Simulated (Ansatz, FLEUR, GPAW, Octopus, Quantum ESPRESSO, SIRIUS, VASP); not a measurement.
# CuI: 7 runs at one level of theory

```
CELL_PARAMETERS angstrom
0.00000 3.03150 3.03150
3.03150 0.00000 3.03150
3.03150 3.03150 0.00000
ATOMIC_POSITIONS crystal
I 0.00000 0.00000 0.00000
Cu 0.75000 0.75000 0.75000
```

Alike in all runs: task single point; functional PBEsol; k mesh 8 × 8 × 8; occupations fermi-dirac, width 0.05 eV; no spin polarisation; no spin-orbit coupling. Pressure is positive in compression and, in plane waves, holds the error of the finite cutoff.

| program and potentials | plane-wave cutoff (eV) | notes | band gap (eV) | pressure (GPa) |
| --- | --- | --- | --- | --- |
| GPAW, PAW data sets generated for this functional | 600 | 9 valence electrons an atom on average | 1.03 | -1.93 |
| Quantum ESPRESSO, GBRV 1.5 PBEsol | 762 | 13 valence electrons an atom on average | 1.00 | -2.69 |
| FLEUR, all-electron, FLAPW | - | - | 1.00 | - |
| Ansatz, all-electron LAPW, scalar-relativistic | - | - | 1.01 | -2.58 |
| VASP, PBE PAW files Cu, I, 520 eV | 520 | potentials made for PBE; 9 valence electrons an atom on average | 1.03 | -2.51 |
| Octopus, pseudodojo_pbesol (PseudoDojo 0.4, PBEsol) | - | 13 valence electrons an atom on average | 0.98 | - |
| SIRIUS, PseudoDojo 0.4.1 PBEsol standard (scalar relativistic) | 1254 | 13 valence electrons an atom on average | 0.98 | -2.41 |

The band gap spans 0.98 (SIRIUS, PseudoDojo 0.4.1 PBEsol standard (scalar relativistic)) to 1.03 eV (VASP, PBE PAW files Cu, I, 520 eV), with all-electron results at 1.00 to 1.01. The pressure spans -2.69 (Quantum ESPRESSO, GBRV 1.5 PBEsol) to -1.93 GPa (GPAW, PAW data sets generated for this functional), with all-electron results at -2.58. Spin-orbit coupling, left out here, moves the band edges of heavy atoms.

Differences between rows come from potentials, basis sets and numerical settings, since the functional is the same but for its coding. Runs on potential files found faulty are left out.
